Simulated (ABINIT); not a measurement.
# Cu (P6_3/mmc) in ABINIT: reference runs

How does Cu come out in PBE? The cell is run as given and disturbed.

All numbers are computed with ABINIT 10.8.3 (patched build); they aren't measurements. Logs are shortened: lines on timing, memory, paths and dates and some standing lists are left out, and cuts for length are marked. The log counts tension as positive stress, the text compression.

### 1 Starting point

Symmetry: P6_3/mmc, No. 194, hexagonal system. The conventional cell has a = 2.534 Å, b = 2.534 Å, c = 4.113 Å, α = 90.00°, β = 90.00°, γ = 120.00°. Around Cu (site symmetry -6m2) lie 12 Cu at 2.52 to 2.53 Å.

This isn't the form of Cu at room conditions, which is fcc.

### 2 Single point, PBE

The input, run.abi:

```
# Pseudopotentials
pp_dirpath "./"
pseudos "Cu.GGA_PBE-JTH.xml"

# Structure
structure "poscar:POSCAR"
natom 2

# Plane-wave basis
ecut 26.0
pawecutdg 48.0

# k points
kptopt 1
ngkpt 12 12 7
nshiftk 1
shiftk 0.0 0.0 0.0

# Exchange and correlation
ixc 11

# Bands and occupations
nband 23
occopt 3
tsmear 0.05 eV

# SCF cycle
nstep 100
tolvrs 1.0e-9

# Output
iomode 3
prtwf 0
prtden 0
prteig 0
prtebands 0
```

The input, POSCAR:

```
Cu
1.0
    2.5340966698      0.0000000000      0.0000000000
   -1.2670483349      2.1945920917      0.0000000000
    0.0000000000      0.0000000000      4.1125710000
Cu
2
Direct
    0.6666666667      0.3333333333      0.7500000000  Cu
    0.3333333333      0.6666666667      0.2500000000  Cu
```

Potentials or basis: JTH PAW PBE v2.0.

The run is started by

```console
$ abinit run.abi > log 2>&1
```

run.abo:

```text
.Version 10.8.3 of ABINIT
 Symmetries : space group P6_3/m m c (#194); Bravais hP (primitive hexag.)
================================================================================
 Values of the parameters that define the memory need of the present run
     intxc =       0    ionmov =       0      iscf =      17    lmnmax =      18
     lnmax =       6     mgfft =      36  mpssoang =       3    mqgrid =    3001
     natom =       2  nloc_mem =       2    nspden =       1   nspinor =       1
    nsppol =       1      nsym =      24    n1xccc =       1    ntypat =       1
    occopt =       3   xclevel =       2
       mpw =        1008          nfft =       20736          nkpt =          76
 PAW method is used; the additional fine FFT grid is defined by:
   mgfftf=        50    nfftf =     45000
================================================================================
================================================================================

--------------------------------------------------------------------------------
------------- Echo of variables that govern the present computation ------------
--------------------------------------------------------------------------------
 -outvars: echo values of preprocessed input variables --------
            acell      1.0000000000E+00  1.0000000000E+00  1.0000000000E+00 Bohr
              amu      6.35460000E+01
             ecut      2.60000000E+01 Hartree
                       outvar_i_n : Printing only first  50 k-points.
              ixc          11
                       outvar_i_n : Printing only first  50 k-points.
         kptrlatt       12    0    0      0   12    0      0    0    7
          kptrlen      5.44014300E+01
            natom           2
            nband          23
            ngfft          24      24      36
          ngfftdg          30      30      50
             nkpt          76
            nstep         100
             nsym          24
           ntypat           1
                       prtocc : prtvol=0, do not print more k-points.
           occopt           3
        pawecutdg      4.80000000E+01 Hartree
         pawxcdev           0
           prtden           0
        prtebands           0
           prteig           0
            prtwf           0
            rprim      4.7887486825E+00  0.0000000000E+00  0.0000000000E+00
                      -2.3943743412E+00  4.1471780114E+00  0.0000000000E+00
                       0.0000000000E+00  0.0000000000E+00  7.7716328634E+00
          spgroup         194
           tolvrs      1.00000000E-09
           tsmear      1.83746611E-03 Hartree
            typat      1  1
           useylm           1
                       outvars : Printing only first  50 k-points.
           xangst      1.2670483349E+00  7.3153069723E-01  3.0844282500E+00
                       2.4271379184E-17  1.4630613945E+00  1.0281427500E+00
            xcart      2.3943743412E+00  1.3823926705E+00  5.8287246475E+00
                       4.5866259356E-17  2.7647853409E+00  1.9429082158E+00
             xred      6.6666666667E-01  3.3333333333E-01  7.5000000000E-01
                       3.3333333333E-01  6.6666666667E-01  2.5000000000E-01
            znucl       29.00000

================================================================================

 chkinp: Checking input parameters for consistency.

================================================================================
== DATASET  1 ==================================================================

--- !DatasetInfo
iteration_state: {dtset: 1, }
dimensions: {natom: 2, nkpt: 76, mband: 23, nsppol: 1, nspinor: 1, nspden: 1, mpw: 1008, }
cutoff_energies: {ecut:  26.0, pawecutdg:  48.0, }
electrons: {nelect:   3.80000000E+01, charge:   0.00000000E+00, occopt:   3.00000000E+00, tsmear:   1.83746611E-03, }
meta: {optdriver: 0, ionmov: 0, optcell: 0, iscf: 17, paral_kgb: 0, }
...

 Exchange-correlation functional for the present dataset will be:
  GGA: Perdew-Burke-Ernzerhof functional - ixc=11
  J.P.Perdew, K.Burke, M.Ernzerhof, PRL 77, 3865 (1996)

 Real(R)+Recip(G) space primitive vectors, cartesian coordinates (Bohr,Bohr^-1):
 R(1)=  4.7887487  0.0000000  0.0000000  G(1)=  0.2088228  0.1205639  0.0000000
 R(2)= -2.3943743  4.1471780  0.0000000  G(2)=  0.0000000  0.2411278  0.0000000
 R(3)=  0.0000000  0.0000000  7.7716329  G(3)=  0.0000000  0.0000000  0.1286731
 Unit cell volume ucvol=  1.5434302E+02 bohr^3
 Angles (23,13,12)=  9.00000000E+01  9.00000000E+01  1.20000000E+02 degrees

 Coarse grid specifications (used for wave-functions):

 getcut: wavevector=  0.0000  0.0000  0.0000  ngfft=  24  24  36
         ecut(hartree)=     26.000   => boxcut(ratio)=   2.01808

 Fine grid specifications (used for densities):

 getcut: wavevector=  0.0000  0.0000  0.0000  ngfft=  30  30  50
         ecut(hartree)=     48.000   => boxcut(ratio)=   2.01018

--- Pseudopotential description ------------------------------------------------
- pspini: atom type   1  psp file is ./Cu.GGA_PBE-JTH.xml
 Pseudopotential format is: paw10
 basis_size (lnmax)=  6 (lmn_size= 18), orbitals=   0   0   1   1   2   2
 Spheres core radius: rc_sph= 2.00090475
 Shapefunction is SIN type: shapef(r)=[sin(pi*r/rshp)/(pi*r/rshp)]**2
 Radius for shape functions =  1.80603571
 Compensation charge density is not taken into account in XC energy/potential

   2.82807967E+03                                ecore*ucvol(ha*bohr**3)
--------------------------------------------------------------------------------

[... 7 lines left out ...]

     iter   Etot(hartree)      deltaE(h)  residm     nres2
 ETOT  1  -389.67516562118    -3.897E+02 5.943E+01 1.295E+01
 ETOT  2  -396.47816653138    -6.803E+00 2.052E-01 2.057E+02
 ETOT  3  -396.14061734409     3.375E-01 1.559E-01 7.255E+01
 ETOT  4  -395.92712949109     2.135E-01 1.022E-01 1.010E+00
 ETOT  5  -395.92705261207     7.688E-05 2.372E-02 3.143E-01
 ETOT  6  -395.92731427589    -2.617E-04 7.591E-03 4.391E-01
 ETOT  7  -395.92562294260     1.691E-03 5.374E-03 2.884E-03
 ETOT  8  -395.92562947625    -6.534E-06 1.005E-03 1.308E-03
 ETOT  9  -395.92563111073    -1.634E-06 2.082E-03 6.476E-04
 ETOT 10  -395.92562993133     1.179E-06 1.599E-03 8.012E-05
 ETOT 11  -395.92562995249    -2.116E-08 2.623E-03 3.853E-05
 ETOT 12  -395.92562994484     7.650E-09 1.501E-03 5.037E-05
 ETOT 13  -395.92562998891    -4.407E-08 1.577E-03 1.760E-06
 ETOT 14  -395.92562998747     1.434E-09 7.343E-04 8.513E-07
 ETOT 15  -395.92562998708     3.934E-10 6.273E-04 1.053E-08
 ETOT 16  -395.92562998707     5.571E-12 2.696E-04 1.949E-10

 At SCF step   16       nres2   =  1.95E-10 < tolvrs=  1.00E-09 =>converged.

 Cartesian components of stress tensor (hartree/bohr^3)
  sigma(1 1)= -2.38001996E-04  sigma(3 2)=  0.00000000E+00
  sigma(2 2)= -2.38001996E-04  sigma(3 1)=  0.00000000E+00
  sigma(3 3)= -2.54069438E-04  sigma(2 1)=  0.00000000E+00

--- !ResultsGS
iteration_state: {dtset: 1, }
comment   : Summary of ground state results
lattice_vectors:
- [  4.7887487,   0.0000000,   0.0000000, ]
- [ -2.3943743,   4.1471780,   0.0000000, ]
- [  0.0000000,   0.0000000,   7.7716329, ]
lattice_lengths: [   4.78875,    4.78875,    7.77163, ]
lattice_angles: [ 90.000,  90.000, 120.000, ] # degrees, (23, 13, 12)
lattice_volume:   1.5434302E+02
convergence: {deltae:  5.571E-12, res2:  1.949E-10, residm:  2.696E-04, diffor: null, }
etotal    :  -3.95925630E+02
entropy   :   0.00000000E+00
fermie    :   2.73631059E-01
cartesian_stress_tensor: # hartree/bohr^3
- [ -2.38001996E-04,   0.00000000E+00,   0.00000000E+00, ]
- [  0.00000000E+00,  -2.38001996E-04,   0.00000000E+00, ]
- [  0.00000000E+00,   0.00000000E+00,  -2.54069438E-04, ]
pressure_GPa:   7.1598E+00
xred      :
- [  6.6667E-01,   3.3333E-01,   7.5000E-01, Cu]
- [  3.3333E-01,   6.6667E-01,   2.5000E-01, Cu]
cartesian_forces: # hartree/bohr
- [ -0.00000000E+00,  -0.00000000E+00,  -0.00000000E+00, ]
- [ -0.00000000E+00,  -0.00000000E+00,  -0.00000000E+00, ]
force_length_stats: {min:   0.00000000E+00, max:   0.00000000E+00, mean:   0.00000000E+00, }
...

 Integrated electronic density in atomic spheres:
 ------------------------------------------------
 Atom  Sphere_radius  Integrated_density
    1        2.00090         17.38720080
    2        2.00090         17.38720080

================================================================================

 ----iterations are completed or convergence reached----

 Mean square residual over all n,k,spin=   24.320E-08; max=  26.961E-05
 reduced coordinates (array xred) for    2 atoms
       0.666666666667      0.333333333333      0.750000000000
       0.333333333333      0.666666666667      0.250000000000
 rms dE/dt=  0.0000E+00; max dE/dt=  0.0000E+00; dE/dt below (all hartree)
    1       0.000000000000      0.000000000000      0.000000000000
    2       0.000000000000      0.000000000000      0.000000000000

 cartesian coordinates (angstrom) at end:
    1      1.26704833490000     0.73153069723333     3.08442825000000
    2      0.00000000000000     1.46306139446667     1.02814275000000

 cartesian forces (hartree/bohr) at end:
    1     -0.00000000000000    -0.00000000000000    -0.00000000000000
    2     -0.00000000000000    -0.00000000000000    -0.00000000000000
 frms,max,avg= 0.0000000E+00 0.0000000E+00   0.000E+00  0.000E+00  0.000E+00 h/b

 cartesian forces (eV/Angstrom) at end:
    1     -0.00000000000000    -0.00000000000000    -0.00000000000000
    2     -0.00000000000000    -0.00000000000000    -0.00000000000000
 frms,max,avg= 0.0000000E+00 0.0000000E+00   0.000E+00  0.000E+00  0.000E+00 e/A
 length scales=  1.000000000000  1.000000000000  1.000000000000 bohr
              =  0.529177210544  0.529177210544  0.529177210544 angstroms
 Fermi (or HOMO) energy (hartree) =   0.27363   Average Vxc (hartree)=  -0.44731
 Eigenvalues (hartree) for nkpt=  76  k points:
 kpt#   1, nband= 23, wtk=  0.00099, kpt=  0.0000  0.0000  0.0000 (reduced coord)
  -3.86574   -3.86512   -2.30123   -2.29724   -2.29724   -2.29668   -2.29654   -2.29654
  -0.07922    0.08234    0.16207    0.16367    0.16367    0.17197    0.17197    0.18207
   0.18207    0.21175    0.21175    0.23450    0.42283    1.07228    1.08717
      occupation numbers for kpt#   1
   2.00000    2.00000    2.00000    2.00000    2.00000    2.00000    2.00000    2.00000
   2.00000    2.00000    2.00000    2.00000    2.00000    2.00000    2.00000    2.00000
   2.00000    2.00000    2.00000    2.00000    0.00000    0.00000    0.00000
 prteigrs : prtvol=0 or 1, do not print more k-points.

--- !EnergyTerms
iteration_state     : {dtset: 1, }
comment             : Components of total free energy in Hartree
kinetic             :  2.19595443926559E+01
hartree             :  8.09303628604464E+01
xc                  : -5.50594583502919E+00
Ewald energy        : -2.44891503343070E+02
psp_core            :  1.83233400512780E+01
local_psp           : -2.02240774133581E+02
PAW spherical_terms : -6.45003692673906E+01
internal            : -3.95925345274690E+02
'-kT*entropy'       : -2.94080523764333E-04
total_energy        : -3.95925639355213E+02
total_energy_eV     : -1.07736854971817E+04
...

--- !EnergyTermsDC
iteration_state     : {dtset: 1, }
comment             : '"Double-counting" decomposition of free energy'
band_energy         : -3.94996859059786E+01
Ewald energy        : -2.44891503343070E+02
psp_core            :  1.83233400512780E+01
xc_dc               : -7.93279726337826E+01
PAW spherical_terms : -5.05295140749973E+01
internal            : -3.95925335906550E+02
'-kT*entropy'       : -2.94080523764333E-04
total_energy_dc     : -3.95925629987074E+02
total_energy_dc_eV  : -1.07736852422616E+04
...

--- !EnergyTermsWithPAWCore
iteration_state     : {dtset: 1, }
comment             : 'Components of total free energy, including PAW core contributions'
Total energy        : -3.30997202363441E+03
Total energy DC     : -3.30997201426627E+03
Total energy (eV)   : -9.00689271985074E+04
Total energy DC (eV): -9.00689269435873E+04
...

 Cartesian components of stress tensor (hartree/bohr^3)
  sigma(1 1)= -2.38001996E-04  sigma(3 2)=  0.00000000E+00
  sigma(2 2)= -2.38001996E-04  sigma(3 1)=  0.00000000E+00
  sigma(3 3)= -2.54069438E-04  sigma(2 1)=  0.00000000E+00

-Cartesian components of stress tensor (GPa)         [Pressure=  7.1598E+00 GPa]
- sigma(1 1)= -7.00226046E+00  sigma(3 2)=  0.00000000E+00
- sigma(2 2)= -7.00226049E+00  sigma(3 1)=  0.00000000E+00
- sigma(3 3)= -7.47498095E+00  sigma(2 1)=  0.00000000E+00

== END DATASET(S) ==============================================================
================================================================================

 -outvars: echo values of variables after computation  --------
            acell      1.0000000000E+00  1.0000000000E+00  1.0000000000E+00 Bohr
           etotal     -3.9592562999E+02
            fcart     -0.0000000000E+00 -0.0000000000E+00 -0.0000000000E+00
                      -0.0000000000E+00 -0.0000000000E+00 -0.0000000000E+00
            rprim      4.7887486825E+00  0.0000000000E+00  0.0000000000E+00
                      -2.3943743412E+00  4.1471780114E+00  0.0000000000E+00
                       0.0000000000E+00  0.0000000000E+00  7.7716328634E+00
           strten     -2.3800199563E-04 -2.3800199645E-04 -2.5406943833E-04
                       0.0000000000E+00  0.0000000000E+00  0.0000000000E+00
           xangst      1.2670483349E+00  7.3153069723E-01  3.0844282500E+00
                       2.4271379184E-17  1.4630613945E+00  1.0281427500E+00
             xred      6.6666666667E-01  3.3333333333E-01  7.5000000000E-01
                       3.3333333333E-01  6.6666666667E-01  2.5000000000E-01
 Calculation completed.
```

Run time: 69 s. Hardware: 1 thread of Arm Neoverse V1, shared host; peak memory 0.14 GiB.

What came out:

* Free energy: -10773.6852 eV
* Pressure: 7.2 GPa
* Band gap on the k mesh: none (metal or under the smearing width)
* Valence electrons inside the program's atomic spheres: Cu 17.39 (radii [1.0588] Å)

[end of part 1 of 2]
